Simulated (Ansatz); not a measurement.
`BC(=C)CC` + HCl → `BCl` + `C=CCC`  (ligand exchange at a B–C bond)

Calculated with Ansatz (gas phase, PBE0-D4/def2-TZVP geometries, no zero-point term in ΔE). CBS: MP2 limit from def2 TZ/QZ plus the TZ coupled-cluster correction, frozen cores. This one scheme is used for every species. DFT in def2-TZVPP. One conformer a species, not always the lowest.

```json
{"level": "PBE-D4", "ΔE (kcal/mol)": "-17.6"}
{"level": "PBE0-D4", "ΔE (kcal/mol)": "-17.6"}
{"level": "PBE0", "ΔE (kcal/mol)": "-18.5"}
{"level": "MP2/def2-TZVPP", "ΔE (kcal/mol)": "-17.6"}
{"level": "CCSD/def2-TZVPP", "ΔE (kcal/mol)": "-17.8"}
{"level": "CCSD(T)/def2-TZVPP", "ΔE (kcal/mol)": "-17.5"}
{"level": "HF/def2-QZVPP", "ΔE (kcal/mol)": "-19.7"}
{"level": "SCS-MP2/def2-QZVPP", "ΔE (kcal/mol)": "-17.8"}
```

(1) What does CCSD(T)/CBS give? (Best estimate.)

Largest T1 diagnostic among the species: 0.012.

## Answers

(1) Computed: -17.5 kcal/mol. The listed levels differ from it by -0.1, -0.1, -1.0, -0.1, -0.3, 0.0, -2.2, -0.3 kcal/mol.

The D4 term adds +1.5 kcal/mol with B3LYP and +0.9 kcal/mol with PBE0; it sums over pairs of atoms, weighted by their polarisabilities, and B3LYP, whose exchange is more repulsive, gets the larger term. In def2-TZVPP, CCSD(T) changes the Hartree–Fock value by +2.3 kcal/mol (the triples alone add +0.3 kcal/mol) and MP2 by +2.2 kcal/mol.

B3LYP here is the variant with VWN-RPA as its local correlation; programs differ in this.

CCSD(T)/CBS has its own doubt, a few kJ/mol and more with outer-core shells, so smaller differences from it don't rank the levels.
